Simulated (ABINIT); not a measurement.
# GaSb (F-43m) in ABINIT: a series of runs

Aim: see how the results for GaSb move with the level of theory and the settings. Levels: PW91, WC. Tasks: equation of state.

Program: ABINIT 10.8.3 (patched build). These are calculated values, not measurements. Logs are shortened: lines on timing, memory, paths and dates and some standing lists are left out, and cuts for length are marked. The log counts tension as positive stress, the text compression.

## 1. The structure

The structure is cubic, space group F-43m (No. 216). Conventional cell: a = 6.118 Å, b = 6.118 Å, c = 6.118 Å, α = 90.00°, β = 90.00°, γ = 90.00°. Around Sb (site symmetry -43m) lie 4 Ga at 2.65 Å. Around Ga (site symmetry -43m) lie 4 Sb at 2.65 Å.

## 2. Equation of state, PW91

run.abi reads:

```
# Datasets: one volume each
ndtset 7
getwfk -1
scalecart1 3*0.9795861087
scalecart2 3*0.9864848297
scalecart3 3*0.9932883884
scalecart4 3*1.0000000000
scalecart5 3*1.0066227096
scalecart6 3*1.0131594038
scalecart7 3*1.0196128224

# Pseudopotentials
pp_dirpath "./"
pseudos "Sb.GGA_PBE-JTH.xml, Ga.GGA_PBE-JTH.xml"

# Structure
acell 3*1.0
rprim
     0.0000000000     5.7806722152     5.7806722152
     5.7806722152     0.0000000000     5.7806722152
     5.7806722152     5.7806722152     0.0000000000
ntypat 2
znucl 51 31
natom 2
typat 1 2
xred
     0.7500000000     0.7500000000     0.7500000000
     0.0000000000     0.0000000000     0.0000000000

# Plane-wave basis
ecut 20.0
pawecutdg 40.0
pawxcdev 0

# k points
kptopt 1
ngkpt 8 8 8
nshiftk 1
shiftk 0.0 0.0 0.0

# Exchange and correlation
ixc -109134

# Bands and occupations
nband 18
occopt 3
tsmear 0.00183747

# SCF cycle
nstep 100
tolvrs 1.0e-9

# Output
iomode 3
prtwf 1
prtden 0
prteig 0
prtebands 0
```

Potentials or basis: JTH PAW PBE v2.0.

The run is started by

```sh
$ abinit run.abi > log 2>&1
```

run.abo:

```text
.Version 10.8.3 of ABINIT
 DATASET    1 : space group F-4 3 m (#216); Bravais cF (face-center cubic)
================================================================================
 Values of the parameters that define the memory need for DATASET  1.
     intxc =       0    ionmov =       0      iscf =      17    lmnmax =      18
     lnmax =       6     mgfft =      36  mpssoang =       3    mqgrid =    3001
     natom =       2  nloc_mem =       2    nspden =       1   nspinor =       1
    nsppol =       1      nsym =      24    n1xccc =       1    ntypat =       2
    occopt =       3   xclevel =       2
       mpw =        1565          nfft =       46656          nkpt =          29
 PAW method is used; the additional fine FFT grid is defined by:
   mgfftf=        48    nfftf =    110592
================================================================================
================================================================================
[... 71 lines left out ...]
 DATASET    7 : space group F-4 3 m (#216); Bravais cF (face-center cubic)
================================================================================
 Values of the parameters that define the memory need for DATASET  7.
     intxc =       0    ionmov =       0      iscf =      17    lmnmax =      18
     lnmax =       6     mgfft =      36  mpssoang =       3    mqgrid =    3001
     natom =       2  nloc_mem =       2    nspden =       1   nspinor =       1
    nsppol =       1      nsym =      24    n1xccc =       1    ntypat =       2
    occopt =       3   xclevel =       2
       mpw =        1768          nfft =       46656          nkpt =          29
 PAW method is used; the additional fine FFT grid is defined by:
   mgfftf=        48    nfftf =    110592
================================================================================
================================================================================

--------------------------------------------------------------------------------
------------- Echo of variables that govern the present computation ------------
--------------------------------------------------------------------------------
 -outvars: echo values of preprocessed input variables --------
            acell      1.0000000000E+00  1.0000000000E+00  1.0000000000E+00 Bohr
              amu      1.21753000E+02  6.97230000E+01
             ecut      2.00000000E+01 Hartree
           getwfk          -1
              ixc     -109134
           jdtset        1    2    3    4    5    6    7
         kptrlatt        8    0    0      0    8    0      0    0    8
          kptrlen1     6.40657547E+01
          kptrlen2     6.45169369E+01
          kptrlen3     6.49618953E+01
          kptrlen4     6.54008404E+01
          kptrlen5     6.58339711E+01
          kptrlen6     6.62614764E+01
          kptrlen7     6.66835354E+01
            natom           2
            nband          18
           ndtset           7
            ngfft          36      36      36
          ngfftdg          48      48      48
             nkpt          29
            nstep         100
             nsym          24
           ntypat           2
           occopt           3
        pawecutdg      4.00000000E+01 Hartree
         pawxcdev           0
           prtden           0
        prtebands           0
           prteig           0
            rprim1     0.0000000000E+00  5.6626662010E+00  5.6626662010E+00
                       5.6626662010E+00  0.0000000000E+00  5.6626662010E+00
                       5.6626662010E+00  5.6626662010E+00  0.0000000000E+00
            rprim2     0.0000000000E+00  5.7025454458E+00  5.7025454458E+00
                       5.7025454458E+00  0.0000000000E+00  5.7025454458E+00
                       5.7025454458E+00  5.7025454458E+00  0.0000000000E+00
            rprim3     0.0000000000E+00  5.7418745885E+00  5.7418745885E+00
                       5.7418745885E+00  0.0000000000E+00  5.7418745885E+00
                       5.7418745885E+00  5.7418745885E+00  0.0000000000E+00
            rprim4     0.0000000000E+00  5.7806722152E+00  5.7806722152E+00
                       5.7806722152E+00  0.0000000000E+00  5.7806722152E+00
                       5.7806722152E+00  5.7806722152E+00  0.0000000000E+00
            rprim5     0.0000000000E+00  5.8189559286E+00  5.8189559286E+00
                       5.8189559286E+00  0.0000000000E+00  5.8189559286E+00
                       5.8189559286E+00  5.8189559286E+00  0.0000000000E+00
            rprim6     0.0000000000E+00  5.8567424151E+00  5.8567424151E+00
                       5.8567424151E+00  0.0000000000E+00  5.8567424151E+00
                       5.8567424151E+00  5.8567424151E+00  0.0000000000E+00
            rprim7     0.0000000000E+00  5.8940475127E+00  5.8940475127E+00
                       5.8940475127E+00  0.0000000000E+00  5.8940475127E+00
                       5.8940475127E+00  5.8940475127E+00  0.0000000000E+00
          spgroup         216
           tolvrs      1.00000000E-09
           tsmear      1.83747000E-03 Hartree
            typat      1  2
           useylm           1
           xangst1     4.4948308567E+00  4.4948308567E+00  4.4948308567E+00
                       0.0000000000E+00  0.0000000000E+00  0.0000000000E+00
           xangst2     4.5264856380E+00  4.5264856380E+00  4.5264856380E+00
                       0.0000000000E+00  0.0000000000E+00  0.0000000000E+00
           xangst3     4.5577037671E+00  4.5577037671E+00  4.5577037671E+00
                       0.0000000000E+00  0.0000000000E+00  0.0000000000E+00
           xangst4     4.5884999969E+00  4.5884999969E+00  4.5884999969E+00
                       0.0000000000E+00  0.0000000000E+00  0.0000000000E+00
           xangst5     4.6188882998E+00  4.6188882998E+00  4.6188882998E+00
                       0.0000000000E+00  0.0000000000E+00  0.0000000000E+00
           xangst6     4.6488819212E+00  4.6488819212E+00  4.6488819212E+00
                       0.0000000000E+00  0.0000000000E+00  0.0000000000E+00
           xangst7     4.6784934324E+00  4.6784934324E+00  4.6784934324E+00
                       0.0000000000E+00  0.0000000000E+00  0.0000000000E+00
            xcart1     8.4939993014E+00  8.4939993014E+00  8.4939993014E+00
                       0.0000000000E+00  0.0000000000E+00  0.0000000000E+00
            xcart2     8.5538181686E+00  8.5538181686E+00  8.5538181686E+00
                       0.0000000000E+00  0.0000000000E+00  0.0000000000E+00
            xcart3     8.6128118828E+00  8.6128118828E+00  8.6128118828E+00
                       0.0000000000E+00  0.0000000000E+00  0.0000000000E+00
            xcart4     8.6710083228E+00  8.6710083228E+00  8.6710083228E+00
                       0.0000000000E+00  0.0000000000E+00  0.0000000000E+00
            xcart5     8.7284338929E+00  8.7284338929E+00  8.7284338929E+00
                       0.0000000000E+00  0.0000000000E+00  0.0000000000E+00
            xcart6     8.7851136227E+00  8.7851136227E+00  8.7851136227E+00
                       0.0000000000E+00  0.0000000000E+00  0.0000000000E+00
            xcart7     8.8410712691E+00  8.8410712691E+00  8.8410712691E+00
                       0.0000000000E+00  0.0000000000E+00  0.0000000000E+00
             xred      7.5000000000E-01  7.5000000000E-01  7.5000000000E-01
                       0.0000000000E+00  0.0000000000E+00  0.0000000000E+00
            znucl       51.00000   31.00000

================================================================================

 chkinp: Checking input parameters for consistency, jdtset=   1.

 chkinp: Checking input parameters for consistency, jdtset=   2.
[... 31 lines left out ...]
 getcut: wavevector=  0.0000  0.0000  0.0000  ngfft=  36  36  36
         ecut(hartree)=     20.000   => boxcut(ratio)=   2.23299

 getcut : COMMENT -
  Note that boxcut > 2.2 ; recall that boxcut=Gcut(box)/Gcut(sphere) = 2
  is sufficient for exact treatment of convolution.
  Such a large boxcut is a waste : you could raise ecut
  e.g. ecut=   24.931180 Hartrees makes boxcut=2

 Fine grid specifications (used for densities):

 getcut: wavevector=  0.0000  0.0000  0.0000  ngfft=  48  48  48
         ecut(hartree)=     40.000   => boxcut(ratio)=   2.10528

--- Pseudopotential description ------------------------------------------------
- pspini: atom type   1  psp file is ./Sb.GGA_PBE-JTH.xml
 Pseudopotential format is: paw10
 basis_size (lnmax)=  6 (lmn_size= 18), orbitals=   0   0   1   1   2   2
 Spheres core radius: rc_sph= 2.40089151
 Shapefunction is BESSEL type: shapef(r,l)=aa(1,l)*jl(q(1,l)*r)+aa(2,l)*jl(q(2,l)*r)
 Radius for shape functions =  2.00542650
 Compensation charge density is not taken into account in XC energy/potential

- pspini: atom type   2  psp file is ./Ga.GGA_PBE-JTH.xml
 Pseudopotential format is: paw10
 basis_size (lnmax)=  6 (lmn_size= 18), orbitals=   0   0   1   1   2   2
 Spheres core radius: rc_sph= 2.10359248
 Shapefunction is BESSEL type: shapef(r,l)=aa(1,l)*jl(q(1,l)*r)+aa(2,l)*jl(q(2,l)*r)
 Radius for shape functions =  1.80829011
 Compensation charge density is not taken into account in XC energy/potential

   1.37766554E+03                                ecore*ucvol(ha*bohr**3)
--------------------------------------------------------------------------------

================================================================================

--- !BeginCycle
iteration_state: {dtset: 1, }
solver: {iscf: 17, nstep: 100, nline: 4, wfoptalg: 10, }
tolerances: {tolvrs: 1.00E-09, }
...
[... 166 lines left out ...]
 getcut: wavevector=  0.0000  0.0000  0.0000  ngfft=  36  36  36
         ecut(hartree)=     20.000   => boxcut(ratio)=   2.21737

 getcut : COMMENT -
  Note that boxcut > 2.2 ; recall that boxcut=Gcut(box)/Gcut(sphere) = 2
  is sufficient for exact treatment of convolution.
  Such a large boxcut is a waste : you could raise ecut
  e.g. ecut=   24.583700 Hartrees makes boxcut=2

 Fine grid specifications (used for densities):

 getcut: wavevector=  0.0000  0.0000  0.0000  ngfft=  48  48  48
         ecut(hartree)=     40.000   => boxcut(ratio)=   2.09056
--------------------------------------------------------------------------------
[... 173 lines left out ...]
 getcut: wavevector=  0.0000  0.0000  0.0000  ngfft=  36  36  36
         ecut(hartree)=     20.000   => boxcut(ratio)=   2.20218

 getcut : COMMENT -
  Note that boxcut > 2.2 ; recall that boxcut=Gcut(box)/Gcut(sphere) = 2
  is sufficient for exact treatment of convolution.
  Such a large boxcut is a waste : you could raise ecut
  e.g. ecut=   24.248080 Hartrees makes boxcut=2

 Fine grid specifications (used for densities):

 getcut: wavevector=  0.0000  0.0000  0.0000  ngfft=  48  48  48
         ecut(hartree)=     40.000   => boxcut(ratio)=   2.07624
--------------------------------------------------------------------------------
[... 872 lines left out ...]
-Cartesian components of stress tensor (GPa)         [Pressure= -7.2433E-01 GPa]
- sigma(1 1)=  7.24331663E-01  sigma(3 2)=  0.00000000E+00
- sigma(2 2)=  7.24331663E-01  sigma(3 1)=  0.00000000E+00
- sigma(3 3)=  7.24331663E-01  sigma(2 1)=  0.00000000E+00

== END DATASET(S) ==============================================================
================================================================================

 -outvars: echo values of variables after computation  --------
            acell      1.0000000000E+00  1.0000000000E+00  1.0000000000E+00 Bohr
           etotal1    -1.6185833421E+02
           etotal2    -1.6185972946E+02
           etotal3    -1.6186076577E+02
           etotal4    -1.6186148445E+02
           etotal5    -1.6186191625E+02
           etotal6    -1.6186208739E+02
           etotal7    -1.6186202392E+02
            fcart1    -3.7149092070E-30 -3.3434182863E-30  1.0401745779E-29
                       3.7149092070E-30  3.3434182863E-30 -1.0401745779E-29
            fcart2    -0.0000000000E+00 -0.0000000000E+00 -0.0000000000E+00
                      -0.0000000000E+00 -0.0000000000E+00 -0.0000000000E+00
            fcart3     7.3273250684E-31  7.3273250684E-31 -2.1981975205E-30
                      -7.3273250684E-31 -7.3273250684E-31  2.1981975205E-30
            fcart4    -7.2781469084E-31 -7.2781469084E-31  2.1834440725E-30
                       7.2781469084E-31  7.2781469084E-31 -2.1834440725E-30
            fcart5     8.7581154020E-47 -1.0845394465E-30  1.4460525953E-30
                       0.0000000000E+00  1.0845394465E-30 -1.4460525953E-30
[... 38 lines left out ...]
                       0.0000000000E+00  0.0000000000E+00  0.0000000000E+00
           xangst1     4.4948308567E+00  4.4948308567E+00  4.4948308567E+00
                       0.0000000000E+00  0.0000000000E+00  0.0000000000E+00
           xangst2     4.5264856380E+00  4.5264856380E+00  4.5264856380E+00
                       0.0000000000E+00  0.0000000000E+00  0.0000000000E+00
           xangst3     4.5577037671E+00  4.5577037671E+00  4.5577037671E+00
                       0.0000000000E+00  0.0000000000E+00  0.0000000000E+00
           xangst4     4.5884999969E+00  4.5884999969E+00  4.5884999969E+00
                       0.0000000000E+00  0.0000000000E+00  0.0000000000E+00
           xangst5     4.6188882998E+00  4.6188882998E+00  4.6188882998E+00
                       0.0000000000E+00  0.0000000000E+00  0.0000000000E+00
           xangst6     4.6488819212E+00  4.6488819212E+00  4.6488819212E+00
                       0.0000000000E+00  0.0000000000E+00  0.0000000000E+00
           xangst7     4.6784934324E+00  4.6784934324E+00  4.6784934324E+00
                       0.0000000000E+00  0.0000000000E+00  0.0000000000E+00
             xred      7.5000000000E-01  7.5000000000E-01  7.5000000000E-01
                       0.0000000000E+00  0.0000000000E+00  0.0000000000E+00
 Calculation completed.
```

Wall time 3.6 min (1 thread of Arm Neoverse V1, shared host); peak memory 0.17 GiB.

What came out:

* Equilibrium volume: 29.89 Å³/atom
* Bulk modulus: 45 GPa
* Pressure derivative of the bulk modulus: 4.4

Energy against volume, from the lowest point:
```csv
volume (Å³/atom),energy (meV/atom)
26.907,51.06
27.480,32.08
28.052,17.98
28.625,8.20
29.197,2.33
29.770,0.00
30.342,0.86
```

Caveat: pressures at fixed basis lie under the slope of the energies; the PAW data sets were made with another functional, which shifts forces and pressure a little. The run has no spin-orbit coupling, so splittings on Sb are missing.

## 3. Equation of state, WC

run.abi: that of step 2 with these lines changed.

```diff
@@ -41,3 +41,3 @@
 # Exchange and correlation
-ixc -109134
+ixc 23
```

Potentials or basis: JTH PAW PBE v2.0.

The run is started by

```sh
$ abinit run.abi > log 2>&1
```

It took 3.3 min on 1 thread of Arm Neoverse V1, shared host; peak memory 0.17 GiB.

The run converged. Its results:

```yaml
Equilibrium_volume: 28.56 Å³/atom
Bulk_modulus: 51 GPa
Pressure_derivative_of_the_bulk_modulus: 4.4
```

Energy against volume, from the lowest point:
```tsv
volume (Å³/atom)	energy (meV/atom)
26.907	16.91
27.480	6.91
28.052	1.45
28.625	0.00
29.197	2.17
29.770	7.61
30.342	15.98
```

Caveat: pressures at fixed basis lie under the slope of the energies; the PAW data sets were made with another functional, which shifts forces and pressure a little.
